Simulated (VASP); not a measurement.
# ZnS (Wurtzite-2H) (P6_3mc) in VASP: single point with PBEsol

Aim: the single point of ZnS (Wurtzite-2H) with PBEsol.

All numbers are computed with VASP 6.6.1; they aren't measurements. Logs are shortened: lines on timing, memory, paths and dates and some standing lists are left out, and cuts for length are marked.

**Experimental background.**

From a printed reference work, monograph, for a bulk crystal of ZnS at 4 K: band gap 3.911 eV (direct).

How close the calculation comes is told below.

**1. The cell of the first run**

It takes space group P6_3mc (No. 186, hexagonal). Conventional cell: a = 3.811 Å, b = 3.811 Å, c = 6.234 Å, α = 90.00°, β = 90.00°, γ = 120.00°. Zn (site symmetry 3m) has 4 S at 2.31 to 2.40 Å within 3.1 Å. Within 3.1 Å of S (site symmetry 3m) lie 4 Zn at 2.31 to 2.40 Å.

**2. Single point, PBEsol**

File INCAR:

```
  PREC = Accurate
  ENCUT = 520
  EDIFF = 1E-6
  ISMEAR = 0
  SIGMA = 0.01
  LREAL = F
  LASPH = T
  NELM = 100
  ALGO = Normal
  ISIF = 2
  LWAVE = F
  LCHARG = F
  GGA = PS
  NBANDS = 26
```

File KPOINTS:

```
regular mesh
0
Gamma
  6 6 3
```

File POSCAR:

```
ZnS
1.0
    3.8110000000      0.0000000000      0.0000000000
   -1.9055000000      3.3004228100      0.0000000000
    0.0000000000      0.0000000000      6.2340000000
Zn S
2 2
Direct
    0.3333333343      0.6666666687      0.0000000000
    0.6666666672      0.3333333343      0.5000000000
    0.3333333343      0.6666666687      0.3850000000
    0.6666666672      0.3333333343      0.8850000000
```

Potentials or basis: VASP PAW PBE potentials, release 64 (Zn, S).

Command:

```sh
$ cat potpaw_PBE.64/Zn/POTCAR potpaw_PBE.64/S/POTCAR > POTCAR
$ mpirun -np 1 vasp_std > vasp.out
```

OUTCAR:

```text
PREC = Accurate
   ENCUT = 520
   EDIFF = 1E-6
   ISMEAR = 0
   LREAL = F
   LASPH = T
   NELM = 100
   ISIF = 2
   GGA = PS

 ion  position               nearest neighbor table
   1  0.333  0.667  0.000-   4 2.31   4 2.31   4 2.31   3 2.40
   2  0.667  0.333  0.500-   3 2.31   3 2.31   3 2.31   4 2.40
   3  0.333  0.667  0.385-   2 2.31   2 2.31   2 2.31   1 2.40
   4  0.667  0.333  0.885-   1 2.31   1 2.31   1 2.31   2 2.40

  LATTYP: Found a hexagonal cell.
 ALAT       =     3.8110000000
 C/A-ratio  =     1.6357911309

  Lattice vectors:

 A1 = (   3.8110000000,   0.0000000000,   0.0000000000)
 A2 = (  -1.9055000000,   3.3004228100,   0.0000000000)
 A3 = (   0.0000000000,   0.0000000000,   6.2340000000)

Analysis of symmetry for initial positions (statically):
=====================================================================
 Subroutine PRICEL returns:
 Original cell was already a primitive cell.

 Routine SETGRP: Setting up the symmetry group for a
 hexagonal supercell.

 Subroutine GETGRP returns: Found 12 space group operations
 (whereof  6 operations were pure point group operations)
 out of a pool of 24 trial point group operations.

The static configuration has the point symmetry C_3v.
 The point group associated with its full space group is C_6v.

Analysis of symmetry for dynamics (positions and initial velocities):
=====================================================================
 Subroutine PRICEL returns:
 Original cell was already a primitive cell.

 Routine SETGRP: Setting up the symmetry group for a
 hexagonal supercell.

 Subroutine GETGRP returns: Found 12 space group operations
 (whereof  6 operations were pure point group operations)
 out of a pool of 24 trial point group operations.

The dynamic configuration has the point symmetry C_3v.
 The point group associated with its full space group is C_6v.

 Subroutine INISYM returns: Found 12 space group operations
 (whereof  6 operations are pure point group operations),
 and found     1 'primitive' translations

----------------------------------------------------------------------------------------

                                     Primitive cell

  volume of cell :      78.4107

  direct lattice vectors                    reciprocal lattice vectors
     3.811000000  0.000000000  0.000000000     0.262398321  0.151495741  0.000000000
    -1.905500000  3.300422810  0.000000000     0.000000000  0.302991482  0.000000000
     0.000000000  0.000000000  6.234000000     0.000000000  0.000000000  0.160410651

  length of vectors
     3.811000000  3.810999997  6.234000000     0.302991482  0.302991482  0.160410651

  position of ions in fractional coordinates (direct lattice)
     0.333333334  0.666666669  0.000000000
     0.666666667  0.333333334  0.500000000
     0.333333334  0.666666669  0.385000000
     0.666666667  0.333333334  0.885000000

  ion indices of the primitive-cell ions
   primitive index   ion index
                 1           1
                 2           2
                 3           3
                 4           4

----------------------------------------------------------------------------------------

 KPOINTS: regular mesh

Automatic generation of k-mesh.
 Grid dimensions read from file:
 generate k-points for:    6    6    3

 Generating k-lattice:

  Cartesian coordinates                     Fractional coordinates (reciprocal lattice)
     0.043733053  0.025249290  0.000000000     0.166666667  0.000000000  0.000000000
     0.000000000  0.050498580  0.000000000     0.000000000  0.166666667  0.000000000
     0.000000000  0.000000000  0.053470217     0.000000000  0.000000000  0.333333333

  Length of vectors
     0.050498580  0.050498580  0.053470217

  Shift w.r.t. Gamma in fractional coordinates (k-lattice)
     0.000000000  0.000000000  0.000000000

 Subroutine IBZKPT returns following result:
 ===========================================

 Found     14 irreducible k-points:

 Following reciprocal coordinates:
            Coordinates               Weight
  0.000000  0.000000  0.000000      1.000000
  0.166667  0.000000  0.000000      6.000000
  0.333333  0.000000  0.000000      6.000000
  0.500000  0.000000  0.000000      3.000000
  0.166667  0.166667  0.000000      6.000000
  0.333333  0.166667  0.000000     12.000000
  0.333333  0.333333  0.000000      2.000000
  0.000000  0.000000  0.333333      2.000000
  0.166667  0.000000  0.333333     12.000000
  0.333333  0.000000  0.333333     12.000000
  0.500000  0.000000  0.333333      6.000000
  0.166667  0.166667  0.333333     12.000000
  0.333333  0.166667  0.333333     24.000000
  0.333333  0.333333  0.333333      4.000000
   k-points           NKPTS =     14   k-points in BZ     NKDIM =     14   number of bands    NBANDS=     26
   number of dos      NEDOS =    301   number of ions     NIONS =      4
   total plane-waves  NPLWV =  37632
   dimension x,y,z NGX =    28 NGY =   28 NGZ =   48
   dimension x,y,z NGXF=    56 NGYF=   56 NGZF=   96
   ions per type =               2   2
   NGX,Y,Z   is equivalent  to a cutoff of  12.21, 12.21, 12.80 a.u.
   NGXF,Y,Z  is equivalent  to a cutoff of  24.43, 24.43, 25.60 a.u.
 SYSTEM =  unknown system
   PREC   = accura    normal or accurate (medium, high low for compatibility)
   ISTART =      0    job   : 0-new  1-cont  2-samecut
   ICHARG =      2    charge: 1-file 2-atom 10-const
   ISPIN  =      1    spin polarized calculation?
   LNONCOLLINEAR =      F non collinear calculations
   LSORBIT =      F    spin-orbit coupling
   LASPH  =      T    aspherical Exc in radial PAW
   ENCUT  =  520.0 eV  38.22 Ry    6.18 a.u.   7.09  7.09 11.59*2*pi/ulx,y,z
   NELM   =    100;   NELMIN=  2; NELMDL= -5     # of ELM steps
   EDIFF  = 0.1E-05   stopping-criterion for ELM
   LREAL  =      F    real-space projection
   EDIFFG = 0.1E-04   stopping-criterion for IOM
   NSW    =      0    number of steps for IOM
   IBRION =     -1    ionic relax: 0-MD 1-quasi-New 2-CG
   NFREE  =      0    steps in history (QN), initial steepest desc. (CG)
   ISIF   =      2    stress and relaxation
   ISYM   =      2    0-nonsym 1-usesym 2-fastsym
   POTIM  = 0.5000    time-step for ionic-motion
   TEBEG  =    0.0;   TEEND  =   0.0 temperature during run
   PSTRESS=    0.0 pullay stress
   NELECT =      36.0000    total number of electrons
   NUPDOWN=      -1.0000    fix difference up-down
   EMIN   =  10.00;   EMAX   =-10.00  energy-range for DOS
   EFERMI =   0.00;   METHOD = LEGACY
   ISMEAR =     0;   SIGMA  =   0.01  broadening in eV -4-tet -1-fermi 0-gaus
   EFERMI_NEDOS =   21; number of points for ismear=-14 and -15
   IALGO  =     38    algorithm
   IMIX   =      4    mixing-type and parameters
     AMIX     =   0.40;   BMIX     =  1.00
     AMIX_MAG =   1.60;   BMIX_MAG =  1.00
  volume/ion in A,a.u.               =      19.60       132.29
  Fermi-wavevector in a.u.,A,eV,Ry     =   1.262943  2.386617 21.701647  1.595026
  Thomas-Fermi vector in A             =   2.396326
   LORBIT       =      0    0 simple, 1 ext, 2 COOP (PROOUT), +10 PAW based schemes
   GGA     = PS    functional components
   LHFCALC =     F    Hartree Fock is set to
   AEXX    =    0.0000 exact exchange contribution
   IVDW    =     0    specifies the selected vdW correction
   LEPSILON=     F    determine dielectric tensor
   LRPA    =     F    only Hartree local field effects (RPA)
 non-spin polarized calculation
 Gauss-broadening in eV      SIGMA  =   0.01
  energy-cutoff  :      520.00
  volume of cell :       78.41
 maximum number of plane-waves:      2133
   NGX = 15   NGY = 15   NGZ = 23

 number of electron      35.9999977 magnetization

 Free energy of the ion-electron system (eV)
  ---------------------------------------------------
  ext. energy  EPLUGINS =         0.00000000
  ---------------------------------------------------
  free energy    TOTEN  =       -15.13623241 eV

  energy without entropy =      -15.13623241  energy(sigma->0) =      -15.13623241

 E-fermi :   2.1613     XC(G=0):  -9.8688

 val. band max:        2.0723145786   @ k =   0.0000   0.0000   0.0000
 cond. band min:       4.1870284886   @ k =   0.0000   0.0000   0.0000
 fundamental gap:      2.1147139101
 Fermi energy:         2.1612715618

 k-point     1 :       0.0000    0.0000    0.0000
  band No.  band energies     occupation
      1     -11.1371      2.00000
      2     -10.1957      2.00000
      3      -4.3328      2.00000
      4      -4.3328      2.00000
      5      -4.2692      2.00000
      6      -4.2692      2.00000
[... 18 lines left out ...]
     25       9.6175      0.00000
     26      11.2195      0.00000

 k-point     2 :       0.1667    0.0000    0.0000
  band No.  band energies     occupation
      1     -10.9490      2.00000
      2     -10.0900      2.00000
      3      -4.3471      2.00000
      4      -4.2902      2.00000
      5      -4.2572      2.00000
      6      -4.2130      2.00000
[... 18 lines left out ...]
     25      10.2079      0.00000
     26      10.4536      0.00000

 k-point     3 :       0.3333    0.0000    0.0000
  band No.  band energies     occupation
      1     -10.4963      2.00000
      2      -9.8983      2.00000
      3      -4.3305      2.00000
      4      -4.2183      2.00000
      5      -4.2081      2.00000
      6      -4.0922      2.00000
[... 18 lines left out ...]
     25      10.6409      0.00000
     26      11.6446      0.00000

 k-point     4 :       0.5000    0.0000    0.0000
  band No.  band energies     occupation
      1     -10.1829      2.00000
      2      -9.8549      2.00000
      3      -4.3014      2.00000
      4      -4.1928      2.00000
      5      -4.0896      2.00000
      6      -4.0296      2.00000
[... 18 lines left out ...]
     25      11.0090      0.00000
     26      13.2674      0.00000
[... 206 lines left out ...]
      1     -10.4639      2.00000
      2     -10.1219      2.00000
      3      -4.3190      2.00000
      4      -4.2690      2.00000
      5      -4.2033      2.00000
      6      -4.1971      2.00000
[... 18 lines left out ...]
     25      10.0893      0.00000
     26      11.0534      0.00000

 k-point    13 :       0.3333    0.1667    0.3333
  band No.  band energies     occupation
      1     -10.1043      2.00000
      2      -9.9280      2.00000
      3      -4.2622      2.00000
      4      -4.1967      2.00000
      5      -4.1452      2.00000
      6      -4.0733      2.00000
[... 18 lines left out ...]
     25      11.0978      0.00000
     26      11.4921      0.00000

 k-point    14 :       0.3333    0.3333    0.3333
  band No.  band energies     occupation
      1      -9.9212      2.00000
      2      -9.9212      2.00000
      3      -4.2056      2.00000
      4      -4.1267      2.00000
      5      -4.1267      2.00000
      6      -4.0621      2.00000
[... 18 lines left out ...]
     25      11.8577      0.00000
     26      12.0170      0.00000

------------------------ aborting loop because EDIFF is reached ----------------------------------------

  FORCE on cell =-STRESS in cart. coord.  units (eV):
  Direction    XX          YY          ZZ          XY          YZ          ZX
  --------------------------------------------------------------------------------------
  -------------------------------------------------------------------------------------
  Total       -0.2282583     -0.2282583     -1.1414163      0.0000000      0.0000000      0.0000000
  in kB       -4.6640363     -4.6640363    -23.3227272      0.0000000      0.0000000      0.0000000
  external PRESSURE =     -10.8835999 kB  Pullay stress =       0.0000000 kB

 VOLUME and BASIS-vectors are now :
 -----------------------------------------------------------------------------
  energy-cutoff  :      520.00
  volume of cell :       78.41
      direct lattice vectors                 reciprocal lattice vectors
     3.811000000  0.000000000  0.000000000     0.262398321  0.151495741  0.000000000
    -1.905500000  3.300422810  0.000000000     0.000000000  0.302991482  0.000000000
     0.000000000  0.000000000  6.234000000     0.000000000  0.000000000  0.160410651

 POSITION                                       TOTAL-FORCE (eV/Angst)
 -----------------------------------------------------------------------------------
     -0.00000      2.20028      0.00000         0.000000      0.000000      0.309746
      1.90550      1.10014      3.11700        -0.000000     -0.000000      0.309746
     -0.00000      2.20028      2.40009         0.000000     -0.000000     -0.309746
      1.90550      1.10014      5.51709        -0.000000     -0.000000     -0.309746
 -----------------------------------------------------------------------------------
    total drift:                               -0.000000     -0.000004     -0.000058

  FREE ENERGIE OF THE ION-ELECTRON SYSTEM (eV)
  ---------------------------------------------------
  free  energy   TOTEN  =       -15.1362324062 eV

  energy  without entropy=      -15.1362324062  energy(sigma->0) =      -15.13623241
```

Run time: 28 s. Hardware: 1 thread of Intel Xeon 6975P-C (Granite Rapids), shared host; peak memory 0.18 GiB.

Results:

```
Free energy            : -15.1362 eV
Pressure               : -1.1 GPa
Largest force          : 0.310 eV/Å
Band gap on the k mesh : 2.11 eV, direct
```

Forces on the atoms (eV/Å):
```
Zn   0.000  0.000  0.310
Zn   0.000  0.000  0.310
S    0.000  0.000 -0.310
S    0.000  0.000 -0.310
```

Stress tensor (GPa, compression positive):
```
-0.47  0.00  0.00
 0.00 -0.47  0.00
 0.00  0.00 -2.33
```

Caveat: the PAW data sets were made with another functional, which shifts forces and pressure a little.

**3. Comparison with measurements**

Step 2. Against the measured gap of ZnS, 3.911 eV (direct; 4 K; a printed reference work, monograph), the calculated 2.11 eV is off by -1.80 eV. The value is that of PBEsol, without temperature or zero-point motion. Semilocal functionals fall short of measured gaps as a rule.
